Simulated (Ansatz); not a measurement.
# Si: strong compression

One table from this session's results is given with a row withheld; the runs are named, their logs left out.

Computed with Ansatz 0.2.0 (DFT LDA, with the methods named in each step, unless a step's input says otherwise).

1 further run of the same task is left out (it didn't finish). Runs told in other sessions of the task aren't counted.

**The starting structure**

It takes space group P6_3/mmc (No. 194, hexagonal). Conventional cell: a = 2.836 Å, b = 2.836 Å, c = 4.594 Å, α = 90.00°, β = 90.00°, γ = 120.00°. Si (site symmetry -6m2) has 12 Si at 2.82 to 2.84 Å in its first shell of neighbours.

Coordinates:

```xyz
2
Lattice="2.8360 0.0000 0.0000 -1.4180 2.4560 0.0000 0.0000 0.0000 4.5943" Properties=species:S:1:pos:R:3 pbc="T T T"
Si    0.0000    1.6373    1.1486
Si    1.4180    0.8187    3.4457
```

Whether this phase is the stable one at these pressures isn't tested.

Atoms are numbered in the order of the input: Si1, Si2.

The first run:

Contents of input.yaml:

```yaml
crystal:
  lattice:
    - [2.8359687699, 0.0, 0.0]
    - [-1.417984385, 2.4560209991, 0.0]
    - [0.0, 0.0, 4.5942694073]
  atoms:
    - { symbol: Si, position: [0.3333333333, 0.6666666667, 0.25] }
    - { symbol: Si, position: [0.6666666667, 0.3333333333, 0.75] }
kpoints:
  mp_grid: { grid: [15, 15, 8] }
scf:
  occupations: { method: fermi_dirac, width: 0.1 }
hamiltonian:
  xc: lda
  pseudopotentials: { kind: paw }
output:
  forces: true
  stress: true
relax:
  f_tol: 0.005
  max_steps: 40
  cell: {}
```

Command:

```bash
> ansatz run input.yaml --threads 1 --pin off --max-ram 2048MiB --backend cpu --events-out ev --progress --plain --runs-dir out
```

Steps of the session up to this table: Cell relaxed at zero pressure, PAW; Volume scaled by 1, PAW; Shape and atoms relaxed at 0.92 of the volume, PAW; Volume scaled by 0.92, PAW; Shape and atoms relaxed at 0.84 of the volume, PAW; Volume scaled by 0.84, PAW; Volume scaled by 0.84, PAW (source ansatz); Shape and atoms relaxed at 0.76 of the volume, PAW; Volume scaled by 0.76, PAW; Shape and atoms relaxed at 0.68 of the volume, PAW; Volume scaled by 0.68, PAW; Shape and atoms relaxed at 0.6 of the volume, PAW; Volume scaled by 0.6, PAW; Shape and atoms relaxed at 0.52 of the volume, PAW; Volume scaled by 0.52, PAW; Shape and atoms relaxed at 0.45 of the volume, PAW; Volume scaled by 0.45, PAW; Volume scaled by 0.45, PAW (core large).

One table of the session follows, with a row left open; its other results are not shown here.

 The rows PAW, 0.45 and PAW (core large), 0.45 agree to the last digit and may rest on the same set-up.

| method | volume over the first | volume (Å³/atom) | pressure (GPa) |
| --- | --- | --- | --- |
| PAW | 1 | 13.794 | 0.00 |
| PAW | 0.92 | ? | ? |
| PAW | 0.84 | 11.587 | 24.66 |
| PAW | 0.76 | 10.483 | 49.11 |
| PAW | 0.68 | 9.380 | 89.06 |
| PAW | 0.6 | 8.276 | 155.81 |
| PAW | 0.52 | 7.173 | 270.96 |
| PAW | 0.45 | 6.207 | 446.16 |
| PAW (core large) | 0.45 | 6.207 | 446.16 |
| PAW (source ansatz) | 0.84 | 11.587 | 24.80 |

Estimate the missing values for PAW, 0.92.

As computed: volume (Å³/atom): 12.690; pressure (GPa): 9.55. In the column «volume (Å³/atom)» it lies between PAW (source ansatz), 0.84 (11.587) and PAW, 1 (13.794).

Caveats from the session: At pressures up to 446 GPa the PAW spheres may overlap and frozen cores may not hold, so those PAW values are rough without an all-electron check. Warnings in the runs' records: datasets by core.
